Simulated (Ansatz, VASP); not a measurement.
**ZnAu in VASP and in Ansatz**

```
CELL_PARAMETERS angstrom
3.14700 0.00000 0.00000
0.00000 3.14700 0.00000
0.00000 0.00000 3.14700
ATOMIC_POSITIONS crystal
Zn 0.50000 0.50000 0.50000
Au 0.00000 0.00000 0.00000
```

Alike in both runs: task single point; functional PBE; k mesh 16 × 16 × 16; occupations gaussian, width 0.15 eV; no spin polarisation.

```csv
,VASP,Ansatz
version,VASP 6.6.1,Ansatz 0.2.0
potentials or method,"VASP PAW PBE potentials, release 64 (Zn, Au)","scalar-relativistic, plane waves, PAW"
plane-wave cutoff (eV),520,420
valence electrons in the cell,23,31
```

|  | VASP | Ansatz | Ansatz less VASP |
| --- | --- | --- | --- |
| gap on the k mesh at the Fermi level (eV) | none | none | - |
| pressure (GPa) | 5.0 | 4.8 | -0.14 |

A gap of «none» marks a metal or a gap that the smearing closes. With one functional, cell and mesh, what is left measures potentials, basis and numerics. The two sets of potentials don't hold the same shells in valence.

Spin-orbit coupling is left out, which matters for the levels of Au.
